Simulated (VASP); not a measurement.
Write the native input for VASP 6.6.1 that does the following.

* Task: single point
* Functional: LDA
* Potentials or basis: VASP PAW LDA potentials, release 64 (Ca_sv, O)
* Cutoff: 520 eV
* k mesh: 9 × 9 × 6
* Occupations: gaussian, width 0.05 eV
* Spin: no spin polarisation
* Dipole correction: no
* Further INCAR settings: ALGO = Fast; EDIFF = 1e-06; NBANDS = 24

The structure of CaO lies in POSCAR:

```
CaO
1.0
    3.9919758245      0.0000000000      0.0000000000
   -1.9959879122      3.4571524753      0.0000000000
    0.0000000000      0.0000000000      4.7848400100
Ca O
2 2
Direct
    0.3333333333      0.6666666667      0.7500000000
    0.6666666667      0.3333333333      0.2500000000
    0.3333333333      0.6666666667      0.2500000000
    0.6666666667      0.3333333333      0.7500000000
```

The cell comes from a database or a generator and needn't be the stable form of this composition.

These files were run (other wordings do the same):

INCAR

```
SYSTEM = CaO
PREC = Accurate
ENCUT = 520
EDIFF = 1E-6
ISMEAR = 0
SIGMA = 0.05
LREAL = .False.
LASPH = .True.
NELM = 100
ALGO = Fast
ISIF = 2
LWAVE = .False.
LCHARG = .False.
NBANDS = 24
```

KPOINTS

```
regular mesh
0
Gamma
  9 9 6
  0 0 0
```

Potentials or basis: VASP PAW LDA potentials, release 64 (Ca_sv, O).

Run with:

```bash
$ cat potpaw_LDA.64/Ca_sv/POTCAR potpaw_LDA.64/O/POTCAR > POTCAR
$ mpirun -np 1 vasp_std > vasp.out
```

It gave:

```json
{"Pressure": "-5.2 GPa", "Band gap on the k mesh": "3.00 eV, direct"}
```

Caveat: an odd mesh through Γ misses points on the zone boundary, where band edges often lie.

Wall time 76 s on 1 thread of Intel(R) Xeon(R) Platinum 8559C (Emerald Rapids), on a shared host, peak memory 0.19 GiB.
